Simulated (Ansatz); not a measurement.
A run of Ansatz 0.2.0 is set up as follows.

File input.yaml:

```yaml
crystal:
  lattice:
    - [0.0, 3.06065, 3.06065]
    - [3.06065, 0.0, 3.06065]
    - [3.06065, 3.06065, 0.0]
  atoms:
    - { symbol: Pb, position: [0.0, 0.0, 0.0] }
    - { symbol: Se, position: [0.5, 0.5, 0.5] }
hamiltonian:
  xc: pbesol
  pseudopotentials: { kind: paw }
kpoints:
  mp_grid: { grid: [6, 6, 6] }
scf:
  occupations: { method: fermi_dirac, width: 0.05 }
output:
  forces: true
  stress: true
elastic:
  mode: relaxed_ion
  stencil: two_point
```

Potentials or basis: Ansatz PAW.

Run with:

```bash
$ ansatz run input.yaml --threads 2 --pin off --max-ram 5632MiB --backend cpu --events-out ev --progress --plain --runs-dir out
```

Question: What does it give for the elastic constants C11, C12, C44?

Answer: 131, 10, 16 GPa.

Question: Estimate the Voigt bulk modulus.

Answer: 50 GPa.

Question: Predict the pressure.

Answer: -0.6 GPa.

Question: Predict the band gap on the k mesh.

Answer: 0.20 eV, direct.

Elastic tensor in Voigt notation (GPa, in the Cartesian axes of the cell as first typed):
```
131  10  10   0   0   0
 10 131  10   0   0   0
 10  10 131   0   0   0
  0   0   0  16   0   0
  0   0   0   0  16   0
  0   0   0   0   0  16
```

Caveat: spin-orbit coupling is left out, which as a rule narrows the gap of such compounds by several tenths of an eV; the PAW data sets come from PBE, with cores solved anew for the run's functional, which leaves a small shift of forces and pressure.

**Experimental background.**

From a printed reference work, monograph, for a bulk crystal of PbSe at 4.2 K: band gap 0.15 eV (direct).

Against the measured gap of PbSe, 0.15 eV (direct; 4.2 K; a printed reference work, monograph), the calculated 0.20 eV is off by +0.05 eV. 2 values of this kind are on record (0.15 to 0.28 eV); this one was drawn at random. Spin-orbit coupling on Pb, Se is left out. The value is that of PBEsol on a finite k mesh, which can miss the band edges, without temperature or zero-point motion.
